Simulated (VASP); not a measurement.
# W (Im-3m) in VASP: further runs

One crystal, W, is run at these levels: PBE; tasks: relaxation of cell and atoms.

Program: VASP 6.6.1. These are calculated values, not measurements. Logs are shortened: lines on timing, memory, paths and dates and some standing lists are left out, and cuts for length are marked.

**1. The structure**

Symmetry: Im-3m, No. 229, cubic system. Conventional cell: a = 3.165 Å, b = 3.165 Å, c = 3.165 Å, α = 90.00°, β = 90.00°, γ = 90.00°. W (site symmetry m-3m) has 8 W at 2.74 Å as nearest neighbours.

**2. Relaxation of cell and atoms, PBE**

Contents of INCAR:

```
PREC = Accurate
ENCUT = 600
EDIFF = 1E-6
ISMEAR = 1
SIGMA = 0.1
LREAL = False
LASPH = True
NELM = 80
ALGO = Normal
ISIF = 3
LWAVE = False
LCHARG = False
GGA = PE
IBRION = 2
NSW = 90
EDIFFG = -0.01
```

Contents of KPOINTS:

```
Automatic mesh
0
Gamma
  20 20 20
```

Contents of POSCAR:

```
W
1.0
   -1.5823450000      1.5823450000      1.5823450000
    1.5823450000     -1.5823450000      1.5823450000
    1.5823450000      1.5823450000     -1.5823450000
W
1
Direct
    0.0000000000      0.0000000000      0.0000000000
```

Potentials or basis: VASP PAW PBE potentials, release 64 (W_sv).

Run with:

```bash
$ cat potpaw_PBE.64/W_sv/POTCAR > POTCAR
$ mpirun -np 1 vasp_std > vasp.out
```

OUTCAR:

```text
PREC = Accurate
   ENCUT = 600
   EDIFF = 1E-6
   ISMEAR = 1
   LREAL = False
   LASPH = True
   NELM = 80
   ISIF = 3
   GGA = PE
   IBRION = 2
   NSW = 90
   EDIFFG = -0.01

 ion  position               nearest neighbor table
   1  0.000  0.000  0.000-

  LATTYP: Found a body centered cubic cell.
 ALAT       =     3.1646900000

  Lattice vectors:

 A1 = (  -1.5823450000,   1.5823450000,   1.5823450000)
 A2 = (   1.5823450000,  -1.5823450000,   1.5823450000)
 A3 = (   1.5823450000,   1.5823450000,  -1.5823450000)

Analysis of symmetry for initial positions (statically):
=====================================================================
 Subroutine PRICEL returns:
 Original cell was already a primitive cell.

 Routine SETGRP: Setting up the symmetry group for a
 body centered cubic supercell.

 Subroutine GETGRP returns: Found 48 space group operations
 (whereof 48 operations were pure point group operations)
 out of a pool of 48 trial point group operations.

The static configuration has the point symmetry O_h .

Analysis of symmetry for dynamics (positions and initial velocities):
=====================================================================
 Subroutine PRICEL returns:
 Original cell was already a primitive cell.

 Routine SETGRP: Setting up the symmetry group for a
 body centered cubic supercell.

 Subroutine GETGRP returns: Found 48 space group operations
 (whereof 48 operations were pure point group operations)
 out of a pool of 48 trial point group operations.

The dynamic configuration has the point symmetry O_h .

 Subroutine INISYM returns: Found 48 space group operations
 (whereof 48 operations are pure point group operations),
 and found     1 'primitive' translations

----------------------------------------------------------------------------------------

                                     Primitive cell

  volume of cell :      15.8476

  direct lattice vectors                    reciprocal lattice vectors
    -1.582345000  1.582345000  1.582345000     0.000000000  0.315986716  0.315986716
     1.582345000 -1.582345000  1.582345000     0.315986716  0.000000000  0.315986716
     1.582345000  1.582345000 -1.582345000     0.315986716  0.315986716  0.000000000

  length of vectors
     2.740701935  2.740701935  2.740701935     0.446872699  0.446872699  0.446872699

  position of ions in fractional coordinates (direct lattice)
     0.000000000  0.000000000  0.000000000

  ion indices of the primitive-cell ions
   primitive index   ion index
                 1           1

----------------------------------------------------------------------------------------

 KPOINTS: Automatic mesh

Automatic generation of k-mesh.
 Grid dimensions read from file:
 generate k-points for:   20   20   20

 Generating k-lattice:

  Cartesian coordinates                     Fractional coordinates (reciprocal lattice)
     0.000000000  0.015799336  0.015799336     0.050000000  0.000000000  0.000000000
     0.015799336  0.000000000  0.015799336     0.000000000  0.050000000  0.000000000
     0.015799336  0.015799336  0.000000000     0.000000000  0.000000000  0.050000000

  Length of vectors
     0.022343635  0.022343635  0.022343635

  Shift w.r.t. Gamma in fractional coordinates (k-lattice)
     0.000000000  0.000000000  0.000000000

 Subroutine IBZKPT returns following result:
 ===========================================

 Found    256 irreducible k-points:

 Following reciprocal coordinates:
            Coordinates               Weight
  0.000000  0.000000  0.000000      1.000000
  0.050000  0.000000  0.000000     12.000000
  0.100000  0.000000  0.000000     12.000000
  0.150000  0.000000  0.000000     12.000000
  0.200000  0.000000  0.000000     12.000000
  0.250000  0.000000  0.000000     12.000000
[... 16 lines left out ...]
  0.200000  0.100000  0.000000     48.000000
  0.250000  0.100000  0.000000     48.000000
 [... further k-points ...]
   k-points           NKPTS =    256   k-points in BZ     NKDIM =    256   number of bands    NBANDS=     11
   number of dos      NEDOS =    301   number of ions     NIONS =      1
   total plane-waves  NPLWV =  13824
   dimension x,y,z NGX =    24 NGY =   24 NGZ =   24
   dimension x,y,z NGXF=    48 NGYF=   48 NGZF=   48
   ions per type =               1
   NGX,Y,Z   is equivalent  to a cutoff of  14.56, 14.56, 14.56 a.u.
   NGXF,Y,Z  is equivalent  to a cutoff of  29.12, 29.12, 29.12 a.u.
 SYSTEM =  unknown system
   PREC   = accura    normal or accurate (medium, high low for compatibility)
   ISTART =      0    job   : 0-new  1-cont  2-samecut
   ICHARG =      2    charge: 1-file 2-atom 10-const
   ISPIN  =      1    spin polarized calculation?
   LNONCOLLINEAR =      F non collinear calculations
   LSORBIT =      F    spin-orbit coupling
   LASPH  =      T    aspherical Exc in radial PAW
   ENCUT  =  600.0 eV  44.10 Ry    6.64 a.u.   5.47  5.47  5.47*2*pi/ulx,y,z
   NELM   =     80;   NELMIN=  2; NELMDL= -5     # of ELM steps
   EDIFF  = 0.1E-05   stopping-criterion for ELM
   LREAL  =      F    real-space projection
   EDIFFG = -.1E-01   stopping-criterion for IOM
   NSW    =     90    number of steps for IOM
   IBRION =      2    ionic relax: 0-MD 1-quasi-New 2-CG
   NFREE  =      1    steps in history (QN), initial steepest desc. (CG)
   ISIF   =      3    stress and relaxation
   ISYM   =      2    0-nonsym 1-usesym 2-fastsym
   POTIM  = 0.5000    time-step for ionic-motion
   TEBEG  =    0.0;   TEEND  =   0.0 temperature during run
   PSTRESS=    0.0 pullay stress
   NELECT =      14.0000    total number of electrons
   NUPDOWN=      -1.0000    fix difference up-down
   EMIN   =  10.00;   EMAX   =-10.00  energy-range for DOS
   EFERMI =   0.00;   METHOD = LEGACY
   ISMEAR =     1;   SIGMA  =   0.10  broadening in eV -4-tet -1-fermi 0-gaus
   EFERMI_NEDOS =   21; number of points for ismear=-14 and -15
   IALGO  =     38    algorithm
   IMIX   =      4    mixing-type and parameters
     AMIX     =   0.40;   BMIX     =  1.00
     AMIX_MAG =   1.60;   BMIX_MAG =  1.00
  volume/ion in A,a.u.               =      15.85       106.94
  Fermi-wavevector in a.u.,A,eV,Ry     =   1.570832  2.968442 33.572544  2.467512
  Thomas-Fermi vector in A             =   2.672506
   LORBIT       =      0    0 simple, 1 ext, 2 COOP (PROOUT), +10 PAW based schemes
   GGA     = PE    functional components
   LHFCALC =     F    Hartree Fock is set to
   AEXX    =    0.0000 exact exchange contribution
   IVDW    =     0    specifies the selected vdW correction
   LEPSILON=     F    determine dielectric tensor
   LRPA    =     F    only Hartree local field effects (RPA)
 conjugate gradient relaxation of ions
 non-spin polarized calculation
 Methfessel and Paxton  Order N= 1 SIGMA  =   0.10
  energy-cutoff  :      600.00
  volume of cell :       15.85
 maximum number of plane-waves:       543
 NGX is ok and might be reduce to    24
   NGX = 11   NGY = 11   NGZ = 11

--------------------------------------- Ionic step        1  -------------------------------------------

 number of electron      14.0000001 magnetization

 Free energy of the ion-electron system (eV)
  ---------------------------------------------------
  ext. energy  EPLUGINS =         0.00000000
  ---------------------------------------------------
  free energy    TOTEN  =       -12.95289405 eV

  energy without entropy =      -12.95295127  energy(sigma->0) =      -12.95291312

------------------------ aborting loop because EDIFF is reached ----------------------------------------

  FORCE on cell =-STRESS in cart. coord.  units (eV):
  Direction    XX          YY          ZZ          XY          YZ          ZX
  --------------------------------------------------------------------------------------
  -------------------------------------------------------------------------------------
  Total        0.6162039      0.6162039      0.6162039      0.0000000      0.0000000     -0.0000000
  in kB       62.2976279     62.2976279     62.2976279      0.0000000      0.0000000     -0.0000000
  external PRESSURE =      62.2976279 kB  Pullay stress =       0.0000000 kB
[... 90 lines left out ...]
  energy  without entropy=      -12.9587822072  energy(sigma->0) =      -12.95879508

--------------------------------------- Ionic step        4  -------------------------------------------

 number of electron      14.0000002 magnetization

 Free energy of the ion-electron system (eV)
  ---------------------------------------------------
  ext. energy  EPLUGINS =         0.00000000
  ---------------------------------------------------
  free energy    TOTEN  =       -12.95880607 eV

  energy without entropy =      -12.95878810  energy(sigma->0) =      -12.95880008

 E-fermi :  11.2310     XC(G=0): -13.5330

 val. band max:       11.2296897565   @ k =   0.5000   0.5000   0.2000
 cond. band min:      11.2469953794   @ k =  -0.3000   0.3500   0.2000
 fundamental gap:      0.0173056229
 Fermi energy:        11.2309665974

 k-point     1 :       0.0000    0.0000    0.0000
  band No.  band energies     occupation
      1     -63.0455      2.00000
      2     -26.6345      2.00000
      3     -26.6345      2.00000
      4     -26.6345      2.00000
      5       1.6374      2.00000
      6       9.9680      2.00000
      7       9.9680      2.00000
      8       9.9680      2.00000
      9      13.3822      0.00000
     10      13.3822      0.00000
     11      25.6415      0.00000
[... 309 lines left out ...]
 k-point    24 :       0.2500    0.1000    0.0000
  band No.  band energies     occupation
      1     -62.9601      2.00000
      2     -27.4581      2.00000
      3     -26.9084      2.00000
      4     -26.6810      2.00000
      5       4.9145      2.00000
      6       8.3777      2.00000
      7       9.0707      2.00000
      8      12.6549     -0.00000
      9      13.9693      0.00000
     10      14.2611      0.00000
     11      25.0016      0.00000

 [... further k-points ...]

------------------------ aborting loop because EDIFF is reached ----------------------------------------

  FORCE on cell =-STRESS in cart. coord.  units (eV):
  Direction    XX          YY          ZZ          XY          YZ          ZX
  --------------------------------------------------------------------------------------
  -------------------------------------------------------------------------------------
  Total       -0.0036456     -0.0036456     -0.0036456      0.0000000      0.0000000     -0.0000000
  in kB       -0.3614724     -0.3614724     -0.3614724      0.0000000      0.0000000     -0.0000000
  external PRESSURE =      -0.3614724 kB  Pullay stress =       0.0000000 kB
[... 16 lines left out ...]
  FREE ENERGIE OF THE ION-ELECTRON SYSTEM (eV)
  ---------------------------------------------------
  free  energy   TOTEN  =       -12.9588060676 eV

  energy  without entropy=      -12.9587880977  energy(sigma->0) =      -12.95880008

 reached required accuracy - stopping structural energy minimisation
```

Wall time 59 s (1 thread of Intel Xeon Platinum 8488C (Sapphire Rapids), shared host); peak memory 0.19 GiB.

What came out:

| Quantity | Value |
| --- | --- |
| Free energy | -12.9588 eV |
| Relaxed volume | 16.16 Å³/atom |
| Relaxed cell | a = 2.759 Å, b = 2.759 Å, c = 2.759 Å, α = 109.47°, β = 109.47°, γ = 109.47° |
| Space group after relaxing (to 0.05 Å) | Im-3m (No. 229) |
| Energy gained by relaxing | 5.9 meV/atom |
| Ionic steps | 4 |
| Pressure after relaxing | 0.0 GPa |
| Band gap on the k mesh | none (metal or under the smearing width) |

The path:
| step | energy change (eV) | largest force (eV/Å) | pressure (GPa) | volume (Å³) |
| --- | --- | --- | --- | --- |
| 1 | 0.0000 | 0.0000 | 6.23 | 15.85 |
| 2 | 0.0631 | 0.0000 | -18.05 | 17.30 |
| 3 | -0.0059 | 0.0000 | -0.14 | 16.17 |
| 4 | -0.0059 | 0.0000 | -0.04 | 16.16 |

Final structure:
```
W
1.0
    -1.59263    1.59263    1.59263
     1.59263   -1.59263    1.59263
     1.59263    1.59263   -1.59263
W
1
Direct
  0.00000 0.00000 0.00000
```

The run has no spin-orbit coupling, so splittings on W are missing. PBE usually gives volumes a little too large and moduli too small.

**3. Relaxation of cell and atoms, PBE**

This run uses another cell than the first one, of 16.16 Å³/atom, 1.020 times its volume.

Edit INCAR of step 2 so:

```diff
@@ -2,3 +2,3 @@
 ENCUT = 600
-EDIFF = 1E-6
+EDIFF = 1E-7
 ISMEAR = 1
@@ -15,2 +15,2 @@
 NSW = 90
-EDIFFG = -0.01
+EDIFFG = -0.005
```

KPOINTS is that of step 2.

Contents of POSCAR:

```
W                                       
1.0
   -1.5926266468      1.5926266468      1.5926266468
    1.5926266468     -1.5926266468      1.5926266468
    1.5926266468      1.5926266468     -1.5926266468
  W             
     1
Direct
     0.0000000000000000    0.0000000000000000    0.0000000000000000
```

Potentials or basis: VASP PAW PBE potentials, release 64 (W_sv).

Run with:

```bash
$ cat potpaw_PBE.64/W_sv/POTCAR > POTCAR
$ mpirun -np 1 vasp_std > vasp.out
```

OUTCAR:

```text
PREC = Accurate
   ENCUT = 600
   EDIFF = 1E-7
   ISMEAR = 1
   LREAL = False
   LASPH = True
   NELM = 80
   ISIF = 3
   GGA = PE
   IBRION = 2
   NSW = 90
   EDIFFG = -0.005

 ion  position               nearest neighbor table
   1  0.000  0.000  0.000-

  LATTYP: Found a body centered cubic cell.
 ALAT       =     3.1852532936

  Lattice vectors:

 A1 = (  -1.5926266468,   1.5926266468,   1.5926266468)
[... 520 lines left out ...]

 [... further k-points ...]

------------------------ aborting loop because EDIFF is reached ----------------------------------------

  FORCE on cell =-STRESS in cart. coord.  units (eV):
  Direction    XX          YY          ZZ          XY          YZ          ZX
  --------------------------------------------------------------------------------------
  -------------------------------------------------------------------------------------
  Total       -0.0011214     -0.0011214     -0.0011214      0.0000000      0.0000000     -0.0000000
  in kB       -0.1111871     -0.1111871     -0.1111871      0.0000000      0.0000000     -0.0000000
  external PRESSURE =      -0.1111871 kB  Pullay stress =       0.0000000 kB

 VOLUME and BASIS-vectors are now :
 -----------------------------------------------------------------------------
  energy-cutoff  :      600.00
  volume of cell :       16.16
      direct lattice vectors                 reciprocal lattice vectors
    -1.592626647  1.592626647  1.592626647     0.000000000  0.313946775  0.313946775
     1.592626647 -1.592626647  1.592626647     0.313946775  0.000000000  0.313946775
     1.592626647  1.592626647 -1.592626647     0.313946775  0.313946775  0.000000000

 POSITION                                       TOTAL-FORCE (eV/Angst)
 -----------------------------------------------------------------------------------
      0.00000      0.00000      0.00000         0.000000     -0.000000     -0.000000
 -----------------------------------------------------------------------------------
    total drift:                               -0.000000      0.000000      0.000000

  FREE ENERGIE OF THE ION-ELECTRON SYSTEM (eV)
  ---------------------------------------------------
  free  energy   TOTEN  =       -12.9588744819 eV

  energy  without entropy=      -12.9588566180  energy(sigma->0) =      -12.95886853

 reached required accuracy - stopping structural energy minimisation
```

OSZICAR:

```text
N       E                     dE             d eps       ncg     rms          rms(c)
DAV:   1     0.835397701532E+02    0.83540E+02   -0.85334E+03  5640   0.158E+03
DAV:   2    -0.118818926243E+02   -0.95422E+02   -0.92175E+02  6010   0.356E+02
DAV:   3    -0.135839970162E+02   -0.17021E+01   -0.16856E+01  6497   0.461E+01
DAV:   4    -0.135936155680E+02   -0.96186E-02   -0.96150E-02  6064   0.381E+00
DAV:   5    -0.135936945991E+02   -0.79031E-04   -0.79030E-04  6357   0.350E-01    0.202E+01
DAV:   6    -0.130920163242E+02    0.50168E+00   -0.59727E-01  6001   0.103E+01    0.794E+00
DAV:   7    -0.129629807541E+02    0.12904E+00   -0.31642E-01  6257   0.701E+00    0.678E-01
DAV:   8    -0.129589235642E+02    0.40572E-02   -0.38126E-03  5818   0.939E-01    0.872E-02
DAV:   9    -0.129588778576E+02    0.45707E-04   -0.15059E-04  6470   0.159E-01    0.472E-02
DAV:  10    -0.129588742035E+02    0.36541E-05   -0.19823E-05  6096   0.638E-02    0.645E-03
DAV:  11    -0.129588746640E+02   -0.46047E-06   -0.21576E-07  5690   0.646E-03    0.586E-04
DAV:  12    -0.129588744744E+02    0.18961E-06   -0.64097E-09  3212   0.118E-03    0.131E-04
DAV:  13    -0.129588744819E+02   -0.74738E-08   -0.74423E-10  2981   0.428E-04
   1 F= -.12958874E+02 E0= -.12958869E+02  d E =-.129589E+02
```

Wall time 44 s (1 thread of Intel Xeon Platinum 8488C (Sapphire Rapids), shared host); peak memory 0.19 GiB.

What came out:

```yaml
Free_energy: -12.9589 eV
Pressure_after_relaxing: 0.0 GPa
Band_gap_on_the_k_mesh: none (metal or under the smearing width)
```

Final structure:
```
W
1.0
    -1.59263    1.59263    1.59263
     1.59263   -1.59263    1.59263
     1.59263    1.59263   -1.59263
W
1
Direct
  0.00000 0.00000 0.00000
```

Levels at points of the mesh, in eV from the Fermi level:
| k point | band 4 | band 5 | band 6 | band 7 | band 8 | band 9 | band 10 | band 11 |
| --- | --- | --- | --- | --- | --- | --- | --- | --- |
| (0.00, 0.00, 0.00) | -37.87 | -9.59 | -1.26 | -1.26 | -1.26 | 2.15 | 2.15 | 14.41 |
| (0.50, 0.00, 0.00) | -37.87 | -6.22 | -3.54 | 0.55 | 2.03 | 2.99 | 5.91 | 10.71 |
| (0.50, 0.50, 0.50) | -38.71 | -5.75 | -5.75 | 4.96 | 4.96 | 4.96 | 8.03 | 8.03 |

Caveat: the relaxation stopped at its first step, so nothing moved. The run has no spin-orbit coupling, so splittings on W are missing.
